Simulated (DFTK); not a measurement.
Fe, 1 atom in the cell. Symmetry: Im-3m, No. 229, cubic system. Conventional cell: a = 2.886 Å, b = 2.886 Å, c = 2.886 Å, α = 90.00°, β = 90.00°, γ = 90.00°. Fe (site symmetry m-3m) is surrounded by 8 Fe at 2.50 Å. 

- Program: DFTK 0.8.2
- Task: single point
- Functional: PBEsol
- Potentials or basis: SG15 1.2 (PBE)
- Cutoff: 1225 eV
- k mesh: 12 × 12 × 12
- Occupations: fermi-dirac, width 0.05 eV
- Spin: collinear spin, ferromagnetic start
- Starting moments: [3.0] μB
- Valence electrons: Fe 16
- SCF tolerance on the density: 1e-06

Potentials or basis: SG15 1.2 (PBE).

Run with:

```sh
$ julia --threads=1 run.jl  # save.jl only writes the numbers to a file and isn't shown; printed stress counts tension as positive; times include loading and compiling
```

Hardware: 1 thread of AMD EPYC 7R43 64-Core Processor (Zen 3), with other jobs on the host.

Estimate the wall time of this run.

Run time: 3.6 min on 1 thread of AMD EPYC 7R43 64-Core Processor (Zen 3), on a shared host, peak memory 1.7 GiB. Counts: scf iterations 12, k points 72, plane waves 1184, bands 14.
